Two springs for each Sn–O bond, one against stretching and a much weaker one against sideways displacement, together with a geometric correction for one pair of modes, place twelve of the fifteen optical frequencies of SnO₂ within 10% of the values from a density-functional calculation. Apart from that correction, the estimate needs only the two springs, bond directions, two atomic masses and a square root. It also explains the broad order of the spectrum: a mode is high when light oxygen runs head-on into its bonds, and low when bonds are merely pushed aside or heavy tin has to move.

GPAW 26.7.0, BEEF-vdW with PAW data sets (gpaw-data 1.2.1): harmonic phonons of SnO₂ (P4₂/mnm, 6-atom cell) from finite displacements in a single cell, after relaxing the atoms at fixed cell. Plane-wave cutoff 680 eV, 4×4×6 k mesh, Fermi-Dirac smearing 0.05 eV, no spin polarisation. Phonon q row 1 is the zone centre, q = (0, 0, 0).

```
row  phonon q row (row)  phonon frequency (cm⁻¹)
  1                   1                      0.0
  2                   1                      0.0
  3                   1                      0.0
  4                   1                     62.5
  5                   1                    146.2
  6                   1                    221.5
  7                   1                    221.5
  8                   1                    287.2
  9                   1                    287.2
 10                   1                    362.2
 11                   1                    473.1
 12                   1                    477.7
 13                   1                    477.7
 14                   1                    574.9
 15                   1                    622.2
 16                   1                    622.2
 17                   1                    642.4
 18                   1                    776.1
```

The first three rows are zero because the whole crystal moves together and no bond changes. The calculation gives frequencies, not pictures of the motion. The motions named below are therefore inferred from the symmetry of the rutile structure and the known order of its modes.

Each mode is treated as one mass on one spring:

wavenumber in cm⁻¹ = 130 √(K/m)

Here K is the total spring constant in N/m, m is the moving mass in atomic mass units, and 130 only converts the units. A bond that makes an angle θ with the motion contributes its stretching spring times cos²θ and its sideways spring times sin²θ. The two springs, 177 and 21 N/m, were fitted to all fifteen optical rows, so the two examples below illustrate the rule and do not test it.

Every oxygen has three tin neighbours in one plane. One bond points along the diagonal of the square base of the cell; the other two slant up and down towards the c axis. For motion along c, cos²θ is 0 for the first bond and about 0.6 for each slanted one. The three bonds together then supply 1.2 stretching springs and, since cos²θ and sin²θ add up to one for each bond, 1.8 sideways springs.

Row 12 is such a motion. The two oxygens on opposite sides of a tin atom move in opposite directions along c, their pulls on the tin cancel, and only oxygen, of mass 16, moves:

K = 1.2 × 177 + 1.8 × 21 = 250 N/m

130 × √(250/16) = 514 cm⁻¹

The calculated frequency is 477.7 cm⁻¹, so the estimate is 8% too high. Had the oxygen moved along the diagonal, it would have met one bond head-on, and the count would have been 1.8 stretching and 1.2 sideways springs. This is why the stretching modes along the diagonal, rows 15 to 18, lie above row 12.

Row 5 shows the other extreme. Rutile contains rods of octahedra that share edges and run along c, and in this mode neighbouring rods slide past each other. The slanted bonds lie inside the rods and hardly stretch. The bonds between the rods stand at right angles to the motion, so they resist only with their sideways springs, four of them in each cell. Each rod carries one SnO₂ unit per cell, of mass 119 + 2 × 16 = 151, and two equal masses moving against each other count as half of one:

K = 4 × 21 = 84 N/m

130 × √(84/75.5) = 137 cm⁻¹

The calculation gives 146.2 cm⁻¹. Compared with row 12, the spring is three times weaker and the mass almost five times larger, and both pull the frequency down.

When oxygens on opposite sides of a tin atom move together, the tin recoils and the moving mass becomes smaller than that of oxygen alone. For motion along c, 1/m grows from 1/16 to 1/16 + 2/119, which raises the frequency by 13%. Rows 11 and 14 are of this kind, and their root mean square lies 10% above row 12. Recoil is a modest correction here because tin is so much heavier than oxygen.

One pair of modes needs a further idea. In rows 4 and 10 the oxygens leave the plane of their three bonds, and springs alone would give both modes 258 cm⁻¹. The calculation puts them at 62.5 and 362.2 cm⁻¹. The difference lies in the phase of the motion: in one mode neighbouring octahedra turn about c in opposite senses, almost as rigid bodies, while in the other each octahedron is sheared. A sideways spring resists both equally, although a rigid turn changes no angle between bonds.

Geometry tells how rigid the turn is. Measured along the diagonal of the base, an oxygen lies a fraction u = 0.305 from the axis through one tin neighbour and ½ − u from the axis through the other two. The same displacement therefore turns the bonds by angles proportional to 1/u and 1/(½ − u). In the rotating mode only the difference of these angles strains the octahedron; in the shearing mode it is their sum. If this strain supplied all the resistance, the frequencies would stand in the ratio

½/(2u − ½) = 4.5

The calculated ratio is 5.8. If the mean square of the two frequencies is kept and divided in the ratio 4.5, the estimates become 79 and 356 cm⁻¹. The first is still 26% too high, the largest relative miss of the rule. Such a soft mode is what remains after most of the resistance has vanished, so small errors weigh heavily. The calculation itself is also delicate here, and measured values for this mode lie well above the computed one. The cell was held fixed while the atoms relaxed. If it is smaller than this functional would choose, the compression could soften the turn, but that was not tested.

Over the fifteen optical rows the median miss is 6% of the calculated frequency. This flatters the rule somewhat, because the motions were assigned with the spectrum in view. For the two pairs in rows 6 to 9, moreover, it gives two neighbouring values without deciding which belongs to which pair. The analysis printed below lists the spring, mass and estimate for every row.

The two other large misses have a common form. Rows 17 and 18 receive the same estimate, 604 cm⁻¹, but are calculated at 642.4 and 776.1 cm⁻¹. In both modes the oxygens move along the diagonal against resting tin, and only their relative phase differs. Springs that join oxygen to tin alone cannot notice that phase; repulsion between neighbouring oxygens could, and is a possible cause of the gap, though not one tested here.

Rows 11 and 14 also share one estimate, which is 22% too high for row 11. If row 11 is the mode in which all oxygens move against all tins, it carries an electric dipole, and the interaction of such dipoles may soften it. The calculation leaves out the macroscopic field that raises longitudinal polar modes, so for polar vibrations the rule describes the transverse ones only.

For a quick estimate in a rutile oxide, first ask whether the motion stretches bonds or pushes them aside, then add the direction factors, and only then correct the mass. These factors and masses can be written down for any member of the structure type, but the two springs belong to the Sn–O bond and must be set anew from one stretching and one sideways mode. How accurate the rule is for other oxides was not tested here. Apart from the rotating and shearing pair, two modes that differ mainly in the phase of the oxygens get a single value from this rule, which cannot tell how far apart they lie. That value need not even fall between them: here it lies below both rows 17 and 18, and slightly above both rows 11 and 14.

The analysis program printed:

```
fit of phonon_frequency on 15 rows (phonon_frequency > 1): coefficient of sqrt((stretch + s*side)*invmass*share) 1732 +/- 59, s 0.118; rms 56.2, worst 18 -173, leave-one-out rms 64.5
  rows outside the fit (model, value, miss): 1 0, 0, 0; 2 0, 0, 0; 3 0, 0, 0
Hand rule:
  row  spring N/m  mass u  estimate 1/cm  miss %
    1           0      16              0       0
    2           0      16              0       0
    3           0      16              0       0
    4       5.833      16          78.67   25.88
    5       83.36    75.5          136.9  -6.351
    6       405.9     119          240.6   8.638
    7       405.9     119          240.6   8.638
    8       62.52    14.1          274.3  -4.478
    9       62.52    14.1          274.3  -4.478
   10       119.2      16          355.7  -1.805
   11         249   12.61            579   22.39
   12         249      16            514   7.608
   13         249      16            514   7.608
   14         249   12.61            579  0.7218
   15       343.3    14.1          642.9   3.325
   16       343.3    14.1          642.9   3.325
   17       343.3      16          603.6  -6.041
   18       343.3      16          603.6  -22.23
Stretching spring per bond (N/m): 176.6
Sideways spring per bond (N/m): 20.84
Share of stretching spring for oxygen along [110]: 1.803
Share of stretching spring for oxygen along c: 1.197
Median size of miss over optical rows (%): 6.351
Largest size of miss over optical rows (%): 25.88
Optical rows within 10 %: 12
Estimate for rows 4 and 10 without the rotation argument (1/cm): 257.6
Ratio of rows 10 and 4 from angle changes alone: 4.521
Ratio of rows 10 and 4 in the table: 5.795
Recoil factor from masses: 1.126
Root mean square of rows 11 and 14 over row 12: 1.102
```
